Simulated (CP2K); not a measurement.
**MgO2 under changes of volume**

One of the cells (9.382 Å³/atom); the others are scaled copies at fixed shape and fractional positions:

```xyz
12
Lattice="4.8286 0.0000 0.0000 0.0000 4.8286 0.0000 0.0000 0.0000 4.8286" Properties=species:S:1:pos:R:3 pbc="T T T"
Mg    0.0000    0.0000    0.0000
Mg    2.4143    0.0000    2.4143
Mg    2.4143    2.4143    0.0000
Mg    0.0000    2.4143    2.4143
O     2.8461    4.3968    0.4318
O     4.3968    0.4318    2.8461
O     0.4318    2.8461    4.3968
O     1.9825    1.9825    1.9825
O     2.8461    2.8461    2.8461
O     4.3968    1.9825    0.4318
O     0.4318    4.3968    1.9825
O     1.9825    0.4318    4.3968
```

The cell is a database's computed one.

* Program: CP2K 2026.2
* Functional: TASK
* Potentials or basis: POTENTIAL_UZH Mg GTH-SCAN-q10, O GTH-SCAN-q6; TZVP-MOLOPT-SCAN-GTH basis
* Density cutoff: 19048 eV
* k mesh: 6 × 6 × 6
* Occupations: fermi-dirac, width 0.1 eV
* Spin: no spin polarisation

```tsv
volume (Å³/atom)	energy over the lowest point (meV/atom)	pressure (GPa)	gap on the mesh (eV)	largest force (eV/Å)
8.819	?	?	?	?
9.007	100.78	26.5	5.33	0.191
9.194	72.35	22.2	5.21	0.098
9.382	46.11	18.2	5.08	0.105
9.569	26.87	14.7	4.97	0.238
9.757	11.62	11.4	4.85	0.363
9.945	0.00	8.5	4.75	0.479
```

What does the run at 8.819 Å³/atom give?

Energy over the lowest point 134.47 meV/atom; pressure 31.2 GPa; gap on the mesh 5.47 eV; largest force 0.355 eV/Å.

Worked out: A Birch-Murnaghan fit of order 3 (a polynomial in V^(-2/3)) to the other rows has no minimum within the range. It gives 135.16 meV/atom at 8.819 Å³/atom, against the run's 134.47, and -dE/dV = 31.1 GPa, against 31.2. A straight line through the other rows of the gap, of slope -5.9 eV per unit of ln V, extrapolates to 5.45 eV, against the run's 5.47.

Energies are extrapolated to zero smearing.

Caveats: the potentials were made for another functional, which shifts forces and pressure; the basis of atomic orbitals isn't converged, which shifts pressures, moduli and gaps.

A mesh can miss the band edges.
